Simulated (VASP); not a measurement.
# HfSiO4 (I4_1/amd) in VASP: single point with PBEsol

Aim: the single point of HfSiO4 with PBEsol.

Program: VASP 6.6.1. These are calculated values, not measurements. Logs are shortened: lines on timing, memory, paths and dates and some standing lists are left out, and cuts for length are marked.

**1. Starting point**

The structure is tetragonal, space group I4_1/amd (No. 141). The conventional cell has a = 6.559 Å, b = 6.559 Å, c = 5.959 Å, α = 90.00°, β = 90.00°, γ = 90.00°. Hf (site symmetry -4m2) is surrounded by 8 O at 2.10 to 2.25 Å. Si (site symmetry -4m2) is surrounded by 4 O at 1.63 Å. O (site symmetry m) has 1 Si at 1.63 Å as nearest neighbours.

The cell is a database's computed one.

**2. Single point, PBEsol, non-collinear spin, zero start, spin-orbit coupling**

INCAR

```
PREC = Accurate ; ENCUT = 520
EDIFF = 1E-6 ; ISMEAR = 0
SIGMA = 0.02 ; LREAL = False
LASPH = True ; NELM = 80
ALGO = Fast ; ISIF = 2
LWAVE = False ; LCHARG = False
LNONCOLLINEAR = True ; MAGMOM = 0 0 0 0 0 0 0 0 0 0 0 0 0 0 0 0 0 0 0 0 0 0 0 0 0 0 0 0 0 0 0 0 0 0 0 0
LORBIT = 11 ; LSORBIT = True
GGA_COMPAT = False ; LMAXMIX = 4
GGA = PS
```

KPOINTS

```
Automatic mesh
0
Gamma
  6 6 6
```

POSCAR

```
HfSiO4
1.0
   -3.2794400000      3.2794400000      2.9794000000
    3.2794400000     -3.2794400000      2.9794000000
    3.2794400000      3.2794400000     -2.9794000000
Hf Si O
2 2 8
Direct
    0.0000000000      0.0000000000      0.0000000000
    0.7500000000      0.2500000000      0.5000000000
    0.2500000000      0.7500000000      0.5000000000
    0.5000000000      0.5000000000      0.0000000000
    0.1321300000      0.3174500000      0.8146800000
    0.0674500000      0.7527700000      0.6853200000
    0.0674500000      0.3821300000      0.3146800000
    0.5027700000      0.3174500000      0.1853200000
    0.6825500000      0.4972300000      0.8146800000
    0.6178700000      0.9325500000      0.6853200000
    0.2472300000      0.9325500000      0.3146800000
    0.6825500000      0.8678700000      0.1853200000
```

Potentials or basis: VASP PAW PBE potentials, release 64 (Hf_pv, Si, O).

Launch:

```sh
$ cat potpaw_PBE.64/Hf_pv/POTCAR potpaw_PBE.64/Si/POTCAR potpaw_PBE.64/O/POTCAR > POTCAR
$ mpirun -np 1 vasp_ncl > vasp.out
```

OUTCAR:

```text
PREC = Accurate
   ENCUT = 520
   EDIFF = 1E-6
   ISMEAR = 0
   LREAL = False
   LASPH = True
   NELM = 80
   ISIF = 2
   LNONCOLLINEAR = True
   LORBIT = 11
   LSORBIT = True
   GGA = PS

 ion  position               nearest neighbor table
   1  0.000  0.000  0.000-   7 2.10  10 2.10   6 2.10  11 2.10   5 2.25  12 2.25   8 2.25   9 2.25
                             4 2.98   4 2.98   2 3.60   2 3.60   2 3.60   2 3.60
   2  0.750  0.250  0.500-   5 2.10  12 2.10   9 2.10   8 2.10  10 2.25   7 2.25   6 2.25  11 2.25
                             3 2.98   3 2.98   1 3.60   1 3.60   1 3.60   1 3.60
   3  0.250  0.750  0.500-   6 1.63  11 1.63  10 1.63   7 1.63   2 2.98   2 2.98
   4  0.500  0.500  0.000-   8 1.63   9 1.63   5 1.63  12 1.63   1 2.98   1 2.98
   5  0.132  0.317  0.815-   4 1.63   2 2.10   1 2.25
   6  0.067  0.753  0.685-   3 1.63   1 2.10   2 2.25
   7  0.067  0.382  0.315-   3 1.63   1 2.10   2 2.25
   8  0.503  0.317  0.185-   4 1.63   2 2.10   1 2.25
   9  0.683  0.497  0.815-   4 1.63   2 2.10   1 2.25
  10  0.618  0.933  0.685-   3 1.63   1 2.10   2 2.25
  11  0.247  0.933  0.315-   3 1.63   1 2.10   2 2.25
  12  0.683  0.868  0.185-   4 1.63   2 2.10   1 2.25

  LATTYP: Found a body centered tetragonal cell.
 ALAT       =     6.5588800000
 C/A-ratio  =     0.9085087698

  Lattice vectors:

 A1 = (  -3.2794400000,   3.2794400000,   2.9794000000)
 A2 = (   3.2794400000,  -3.2794400000,   2.9794000000)
 A3 = (   3.2794400000,   3.2794400000,  -2.9794000000)

Analysis of symmetry for initial positions (statically):
=====================================================================
 Subroutine PRICEL returns:
 Original cell was already a primitive cell.

 Routine SETGRP: Setting up the symmetry group for a
 body centered tetragonal supercell.

 Subroutine GETGRP returns: Found 16 space group operations
 (whereof  8 operations were pure point group operations)
 out of a pool of 16 trial point group operations.

The static configuration has the point symmetry D_2d.
 The point group associated with its full space group is D_4h.

Analysis of symmetry for dynamics (positions and initial velocities):
=====================================================================
 Subroutine PRICEL returns:
 Original cell was already a primitive cell.

 Routine SETGRP: Setting up the symmetry group for a
 body centered tetragonal supercell.

 Subroutine GETGRP returns: Found 16 space group operations
 (whereof  8 operations were pure point group operations)
 out of a pool of 16 trial point group operations.

The dynamic configuration has the point symmetry D_2d.
 The point group associated with its full space group is D_4h.

Analysis of structural, dynamic, and magnetic symmetry:
=====================================================================
 Subroutine PRICEL returns:
 Original cell was already a primitive cell.

 Routine SETGRP: Setting up the symmetry group for a
 body centered tetragonal supercell.

 Subroutine GETGRP returns: Found 16 space group operations
 (whereof  8 operations were pure point group operations)
 out of a pool of 16 trial point group operations.

The overall configuration has the point symmetry D_2d.
 The point group associated with its full space group is D_4h.

 Subroutine INISYM returns: Found 16 space group operations
 (whereof  8 operations are pure point group operations),
 and found     1 'primitive' translations

----------------------------------------------------------------------------------------

                                     Primitive cell

  volume of cell :     128.1705

  direct lattice vectors                    reciprocal lattice vectors
    -3.279440000  3.279440000  2.979400000     0.000000000  0.152465055  0.167819024
     3.279440000 -3.279440000  2.979400000     0.152465055  0.000000000  0.167819024
     3.279440000  3.279440000 -2.979400000     0.152465055  0.152465055  0.000000000

  length of vectors
     5.512374968  5.512374968  5.512374968     0.226735127  0.226735127  0.215618149

[... 2345 lines left out ...]
 [... further k-points ...]

 [bands above 88 left out]

------------------------ aborting loop because EDIFF is reached ----------------------------------------

  FORCE on cell =-STRESS in cart. coord.  units (eV):
  Direction    XX          YY          ZZ          XY          YZ          ZX
  --------------------------------------------------------------------------------------
  -------------------------------------------------------------------------------------
  Total        0.2659078      0.2659078      0.2997179      0.0000000      0.0000000      0.0000000
  in kB        3.3239419      3.3239419      3.7465806      0.0000000      0.0000000      0.0000000
  external PRESSURE =       3.4648215 kB  Pullay stress =       0.0000000 kB

 VOLUME and BASIS-vectors are now :
 -----------------------------------------------------------------------------
  energy-cutoff  :      520.00
  volume of cell :      128.17
      direct lattice vectors                 reciprocal lattice vectors
    -3.279440000  3.279440000  2.979400000     0.000000000  0.152465055  0.167819024
     3.279440000 -3.279440000  2.979400000     0.152465055  0.000000000  0.167819024
     3.279440000  3.279440000 -2.979400000     0.152465055  0.152465055  0.000000000

 POSITION                                       TOTAL-FORCE (eV/Angst)
 -----------------------------------------------------------------------------------
      0.00000      0.00000      0.00000         0.000000     -0.000000     -0.000000
      0.00000      3.27944      1.48970         0.000000     -0.000000     -0.000000
      3.27944      0.00000      1.48970         0.000000     -0.000000     -0.000000
      0.00000      0.00000      2.97940         0.000000     -0.000000     -0.000000
      3.27944      2.06395     -1.08778         0.000000     -0.003568      0.000755
      4.49493      0.00000      0.40192         0.003568     -0.000000      0.000755
      2.06395      0.00000      0.40192        -0.003568     -0.000000      0.000755
      0.00000      1.21549      1.89162        -0.000000      0.003568      0.000755
      2.06395      3.27944      1.08778        -0.003568     -0.000000     -0.000755
      3.27944      1.21549      2.57748         0.000000      0.003568     -0.000755
      3.27944     -1.21549      2.57748         0.000000     -0.003568     -0.000755
      1.21549     -0.00000      4.06718         0.003568     -0.000000     -0.000755
 -----------------------------------------------------------------------------------
    total drift:                               -0.000000      0.000000     -0.000000

  FREE ENERGIE OF THE ION-ELECTRON SYSTEM (eV)
  ---------------------------------------------------
  free  energy   TOTEN  =      -114.7014273232 eV

  energy  without entropy=     -114.7014273232  energy(sigma->0) =     -114.70142732

 Spin-Orbit-Coupling matrix elements

 Ion:    1  E_soc:     -1.2327049
 l=   1
     0.0000000    -0.2023736    -0.2012041
    -0.2023736     0.0000000    -0.2023736
    -0.2012041    -0.2023736     0.0000000
 l=   2
     0.0000000    -0.0006416     0.0000000    -0.0006416    -0.0027495
    -0.0006416     0.0000000    -0.0020932    -0.0007107    -0.0007357
     0.0000000    -0.0020932     0.0000000    -0.0020932     0.0000000
    -0.0006416    -0.0007107    -0.0020932     0.0000000    -0.0007357
    -0.0027495    -0.0007357     0.0000000    -0.0007357     0.0000000
 l=   3
     0.0000000     0.0000000     0.0000000     0.0000000     0.0000000     0.0000000     0.0000000
     0.0000000     0.0000000     0.0000000     0.0000000     0.0000000     0.0000000     0.0000000
     0.0000000     0.0000000     0.0000000     0.0000000     0.0000000     0.0000000     0.0000000
     0.0000000     0.0000000     0.0000000     0.0000000     0.0000000     0.0000000     0.0000000
[... 209 lines left out ...]
 l=   2
     0.0000000     0.0000000     0.0000000     0.0000000     0.0000000
     0.0000000     0.0000000     0.0000000     0.0000000     0.0000000
     0.0000000     0.0000000     0.0000000     0.0000000     0.0000000
     0.0000000     0.0000000     0.0000000     0.0000000     0.0000000
     0.0000000     0.0000000     0.0000000     0.0000000     0.0000000
 l=   3
     0.0000000     0.0000000     0.0000000     0.0000000     0.0000000     0.0000000     0.0000000
     0.0000000     0.0000000     0.0000000     0.0000000     0.0000000     0.0000000     0.0000000
     0.0000000     0.0000000     0.0000000     0.0000000     0.0000000     0.0000000     0.0000000
     0.0000000     0.0000000     0.0000000     0.0000000     0.0000000     0.0000000     0.0000000
     0.0000000     0.0000000     0.0000000     0.0000000     0.0000000     0.0000000     0.0000000
     0.0000000     0.0000000     0.0000000     0.0000000     0.0000000     0.0000000     0.0000000
     0.0000000     0.0000000     0.0000000     0.0000000     0.0000000     0.0000000     0.0000000

 total charge

# of ion       s       p       d       tot
------------------------------------------
    1        0.298   6.676   1.421   8.394
    2        0.298   6.676   1.421   8.394
    3        0.670   1.016   0.000   1.686
    4        0.670   1.016   0.000   1.686
    5        1.553   3.601   0.000   5.153
    6        1.553   3.601   0.000   5.153
    7        1.553   3.601   0.000   5.153
    8        1.553   3.601   0.000   5.153
    9        1.553   3.601   0.000   5.153
   10        1.553   3.601   0.000   5.153
   11        1.553   3.601   0.000   5.153
   12        1.553   3.601   0.000   5.153
--------------------------------------------------
tot         14.358  44.188   2.841  61.387

 magnetization (x)

# of ion       s       p       d       tot
------------------------------------------
    1       -0.000   0.000  -0.000  -0.000
    2       -0.000   0.000  -0.000  -0.000
    3        0.000   0.000   0.000   0.000
    4        0.000   0.000   0.000   0.000
    5        0.000   0.000   0.000   0.000
    6        0.000  -0.000   0.000  -0.000
    7        0.000   0.000   0.000   0.000
    8       -0.000  -0.000   0.000  -0.000
    9        0.000  -0.000   0.000  -0.000
   10        0.000   0.000   0.000   0.000
   11       -0.000  -0.000   0.000  -0.000
   12       -0.000   0.000   0.000   0.000
--------------------------------------------------
tot         -0.000   0.000  -0.000   0.000

 magnetization (y)

# of ion       s       p       d       tot
------------------------------------------
    1        0.000   0.000   0.000   0.000
    2        0.000   0.000   0.000   0.000
    3        0.000   0.000   0.000   0.000
    4        0.000   0.000   0.000   0.000
    5        0.000  -0.000   0.000  -0.000
    6        0.000   0.000   0.000   0.000
    7       -0.000  -0.000   0.000  -0.000
    8        0.000   0.000   0.000   0.000
    9        0.000   0.000   0.000   0.000
   10        0.000  -0.000   0.000  -0.000
   11        0.000   0.000   0.000   0.000
   12       -0.000  -0.000   0.000  -0.000
--------------------------------------------------
tot          0.000  -0.000   0.000  -0.000

 magnetization (z)

# of ion       s       p       d       tot
------------------------------------------
    1        0.000   0.000   0.000   0.000
    2        0.000   0.000   0.000   0.000
    3       -0.000  -0.000   0.000  -0.000
    4       -0.000  -0.000   0.000  -0.000
    5       -0.000   0.000   0.000   0.000
    6        0.000   0.000   0.000   0.000
    7        0.000  -0.000   0.000  -0.000
    8       -0.000   0.000   0.000  -0.000
    9        0.000   0.000   0.000   0.000
   10        0.000   0.000   0.000   0.000
   11       -0.000   0.000   0.000  -0.000
   12        0.000  -0.000   0.000  -0.000
--------------------------------------------------
tot         -0.000  -0.000   0.000  -0.000
```

Run time: 12 min. Hardware: 1 thread of Intel Xeon 6975P-C (Granite Rapids), shared host; peak memory 0.84 GiB.

Results:

```
Free energy                                           : -114.7014 eV
Pressure                                              : 0.3 GPa
Largest force                                         : 0.004 eV/Å
Net moment                                            : 0.00 μB per cell
Valence electrons inside the program's atomic spheres : Hf 8.39; Si 1.69; O 5.15
```

Forces on the atoms (eV/Å):
```
Hf   0.000  0.000  0.000
Hf   0.000  0.000  0.000
Si   0.000  0.000  0.000
Si   0.000  0.000  0.000
O    0.000 -0.004  0.001
O    0.004  0.000  0.001
O   -0.004  0.000  0.001
O    0.000  0.004  0.001
O   -0.004  0.000 -0.001
O    0.000  0.004 -0.001
O    0.000 -0.004 -0.001
O    0.004  0.000 -0.001
```

Moments on the atoms (μB; x, y, z):
```
Hf  0.00 0.00 0.00
Hf  0.00 0.00 0.00
Si  0.00 0.00 0.00
Si  0.00 0.00 0.00
O   0.00 0.00 0.00
O   0.00 0.00 0.00
O   0.00 0.00 0.00
O   0.00 0.00 0.00
O   0.00 0.00 0.00
O   0.00 0.00 0.00
O   0.00 0.00 0.00
O   0.00 0.00 0.00
```

Caveat: the PAW data sets were made with another functional, which shifts forces and pressure a little.
